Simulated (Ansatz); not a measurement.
## ZrO2 (fluorite): frozen-phonon scan

ZrO2 (fluorite)

```
CELL_PARAMETERS angstrom
      0.00000     5.11588     5.11588
      2.55794     2.55794     5.11588
      2.55794     2.55794     0.00000
ATOMIC_POSITIONS crystal
  Zr 0.00000 0.00000 0.00000
  Zr 0.50000 0.00000 0.00000
  O  0.00000 0.25000 0.25000
  O  0.50000 0.25000 0.25000
  O  0.00000 0.75000 0.75000
  O  0.50000 0.75000 0.75000
```

The atoms are displaced by Q × the pattern below (from a DFPT mode at X = (0.5, 0.5, 0.0), largest move 1; Q in Å), at fixed cell. (q is in reciprocal vectors of the primitive cell; the cell shown is doubled to hold the pattern.)

| atom | x | y | z |
|---|---|---|---|
| O3 | 0.000 | 0.000 | -1.000 |
| O4 | 0.000 | 0.000 | 1.000 |
| O5 | 0.000 | 0.000 | -1.000 |
| O6 | 0.000 | 0.000 | 1.000 |

Atoms not listed stay in place.

Level of theory: PBE (plane waves to 420 eV, PAW, scalar-relativistic; Ansatz, a first-principles code). k mesh 11×11×11 (Γ-centred), Fermi-Dirac smearing 0.05 eV. The energy includes the smearing's −TS. Stress and pressure are positive under compression. The PAW data are Ansatz's earlier set. This is a high-temperature form of ZrO2. ZrO2 is run without spin polarisation. ZrO2 was relaxed with its symmetry unable to fall. The zero of ΔE is the undisplaced structure.

```
Q (Å)   ΔE (eV/cell)  −dE/dQ from forces (eV/Å)  P (GPa)
------  ------------  -------------------------  -------
-0.440         0.339                      5.459     17.4
-0.367         0.029                      3.063     11.9
-0.293        -0.120                      1.078      7.5
-0.220        -0.144                     -0.302      4.1
-0.147        -0.095                     -0.920      1.8
-0.073        -0.029                     -0.740      0.4
0.000          0.000                      0.000      0.0
0.073         -0.029                      0.740      0.4
0.147         -0.095                      0.920      1.8
0.220         -0.144                      0.302      4.1
0.293         -0.120                     -1.078      7.5
0.367          0.029                     -3.063     11.9
0.440          0.339                     -5.459     17.4
```

Key numbers:

Energy at Q = 0.440 Å: 339 meV/cell
Space group of the distorted cell: P4_2/nmc (No. 137), lowered from Fm-3m
Symmetry of the curve: even: the same for both signs
Shape of the curve: a double well: the undisplaced structure is a maximum between two minima
Position of the deepest minimum (fit): 0.24 Å from zero
Depth of the well (fit): 147 meV/cell, cell held fixed
Harmonic wavenumber from the curvature (finite differences): 220i cm⁻¹
Wavenumber by perturbation theory (DFPT, on another k mesh): 222i cm⁻¹

(A displaced cell: forces are minus the slopes of the energy, force constants its curvatures, and phonons follow from these.)
